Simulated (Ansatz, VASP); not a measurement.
**GaSb in VASP and in Ansatz**

```
CELL_PARAMETERS angstrom
0.00000 3.06463 3.06463
3.06463 0.00000 3.06463
3.06463 3.06463 0.00000
ATOMIC_POSITIONS crystal
Ga 0.00000 0.00000 0.00000
Sb 0.75000 0.75000 0.75000
```

Alike in both runs: functional PBE; dispersion D3(BJ); k mesh 12 × 12 × 12; occupations gaussian, width 0.1 eV; no spin polarisation.

Ansatz relaxed the structure, and its values are those at the end. VASP's run is a single point on that final structure, the one shown.

|  | VASP | Ansatz |
| --- | --- | --- |
| version | VASP 6.6.1 | Ansatz 0.2.0 |
| potentials or method | VASP PAW PBE potentials, release 64 (Ga_d, Sb) | scalar-relativistic, plane waves, PAW |
| plane-wave cutoff (eV) | 520 | 420 |
| valence electrons in the cell | 18 | 28 |

VASP gave:

* gap on the k mesh at the Fermi level (eV): none
* pressure (GPa): 0.1

**Question.** Which values does Ansatz return?

**Answer.** gap on the k mesh at the Fermi level (eV): none; pressure (GPa): 0.0.

A gap of «none» marks a metal or a gap that the smearing closes. The two sets of potentials don't hold the same shells in valence.

Caveats: pairwise dispersion overbinds metals, which lowers pressure and volume; this crystal is a semiconductor, whose small gap the functional closes, so the metal is an error of the method. Spin-orbit coupling is left out, which matters for the levels of Sb.
